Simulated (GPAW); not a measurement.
# ZnS: band structure with PBEsol

**Experimental background.**

“Electronic, vibrational, and thermodynamic properties of ZnS (zincblende and rocksalt structure)”, 2009, arxiv:0911.5022 quotes, for a bulk crystal of ZnS at 19 K: band gap 3.85 eV (direct).

The system is ZnS.

```
Zn S
1.0
     0.00000    2.70200    2.70200
     2.70200    0.00000    2.70200
     2.70200    2.70200    0.00000
Zn S
1 1
Direct
  0.25000 0.25000 0.25000
  0.00000 0.00000 0.00000
```

| Item | Value |
| --- | --- |
| Program | GPAW 26.7.0 |
| Task | band structure |
| Functional | PBEsol |
| Potentials or basis | PAW data sets generated in the run's folder for this functional |
| Cutoff | 600 eV |
| Basis | pw |
| k mesh | 7 × 7 × 7 |
| Occupations | fermi-dirac, width 0.05 eV |
| Spin | no spin polarisation |
| Maxiter | 150 |
| Band path | GXWKGLUWLK,UX |
| Band points | 80 |

```json
{
 "Pressure": "-2.0 GPa",
 "Band gap on the k mesh": "1.97 eV, direct",
 "Band gap along the path": "1.97 eV, direct"
}
```

Levels at the corners of the path, in eV from the valence-band top:
| point | band 6 | band 7 | band 8 | band 9 | band 10 | band 11 | band 12 | band 13 |
| --- | --- | --- | --- | --- | --- | --- | --- | --- |
| Γ | -5.86 | 0.00 | 0.00 | 0.00 | 1.97 | 6.27 | 6.27 | 6.27 |
| X | -5.65 | -4.60 | -2.25 | -2.25 | 3.23 | 3.96 | 10.81 | 11.84 |
| W | -5.46 | -4.63 | -2.80 | -2.76 | 5.55 | 5.98 | 7.72 | 8.04 |
| K | -5.51 | -4.66 | -3.16 | -1.83 | 3.98 | 5.86 | 9.21 | 9.64 |
| Γ | -5.86 | 0.00 | 0.00 | 0.00 | 1.97 | 6.27 | 6.27 | 6.27 |
| L | -5.66 | -5.35 | -0.87 | -0.87 | 3.19 | 6.79 | 6.79 | 8.69 |
| U | -5.51 | -4.66 | -3.16 | -1.83 | 3.98 | 5.86 | 9.21 | 9.64 |
| W | -5.46 | -4.63 | -2.80 | -2.76 | 5.55 | 5.98 | 7.72 | 8.04 |
| L | -5.66 | -5.35 | -0.87 | -0.87 | 3.19 | 6.79 | 6.79 | 8.69 |
| K | -5.51 | -4.66 | -3.16 | -1.83 | 3.98 | 5.86 | 9.21 | 9.64 |
| U | -5.51 | -4.66 | -3.16 | -1.83 | 3.98 | 5.86 | 9.21 | 9.64 |
| X | -5.65 | -4.60 | -2.25 | -2.25 | 3.23 | 3.96 | 10.81 | 11.84 |

It took 47 s on 1 thread of Arm Neoverse V1, with other jobs on the host, peak memory 0.24 GiB.

A measured gap of ZnS is 3.85 eV (direct; 19 K; quoted in “Electronic, vibrational, and thermodynamic properties of ZnS (zincblende and rocksalt structure)”, 2009, arxiv:0911.5022); the calculated 1.97 eV misses it by -1.88 eV. The value is that of PBEsol, without temperature or zero-point motion. Semilocal functionals fall short of measured gaps as a rule.
